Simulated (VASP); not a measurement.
Wanted: the native input for a VASP 6.6.1 run.

* Task: relaxation of cell and atoms
* Functional: LDA
* Potentials or basis: VASP PAW LDA potentials, release 64 (Be, Te)
* Cutoff: 600 eV
* k mesh: 8 × 8 × 8
* Occupations: gaussian, width 0.03 eV
* Spin: no spin polarisation
* Further INCAR settings: ALGO = Normal; EDIFF = 1e-06; IBRION = 2; EDIFFG = -0.01; NSW = 90; ISIF = 3

The structure of BeTe lies in POSCAR:

```
BeTe
1.0
    0.0000000000      2.7700000000      2.7700000000
    2.7700000000      0.0000000000      2.7700000000
    2.7700000000      2.7700000000      0.0000000000
Be Te
1 1
Direct
    0.0000000000      0.0000000000      0.0000000000
    0.2500000000      0.2500000000      0.2500000000
```

These files were run (other wordings do the same):

INCAR

```
ALGO = Normal
EDIFF = 1E-6
EDIFFG = -0.01
ENCUT = 600
GGA = CA
IBRION = 2
ISIF = 3
ISMEAR = 0
LASPH = True
LCHARG = False
LREAL = False
LWAVE = False
NELM = 80
NSW = 90
PREC = Accurate
SIGMA = 0.03
```

KPOINTS

```
k-points
0
Gamma
  8 8 8
```

Potentials or basis: VASP PAW LDA potentials, release 64 (Be, Te).

Command:

```sh
$ cat potpaw_LDA.64/Be/POTCAR potpaw_LDA.64/Te/POTCAR > POTCAR
$ mpirun -np 1 vasp_std > vasp.out
```

It gave:

The relaxed volume is 21.51 Å³/atom. The relaxed cell is a = 3.933 Å, b = 3.933 Å, c = 3.933 Å, α = 60.00°, β = 60.00°, γ = 60.00°, the space group after relaxing (to 0.05 Å) is F-43m (No. 216) and the energy gained by relaxing is 0.6 meV/atom. The ionic steps are 3 and the pressure after relaxing is 0.0 GPa. The band gap on the k mesh is 1.78 eV, indirect (least direct gap 3.55 eV).

Caveat: spin-orbit coupling is left out, which moves the levels of the heavy elements.

It took 15 s on 1 thread of Intel(R) Xeon(R) Platinum 8375C CPU @ 2.90GHz (Ice Lake) (shared host), peak memory 0.16 GiB.
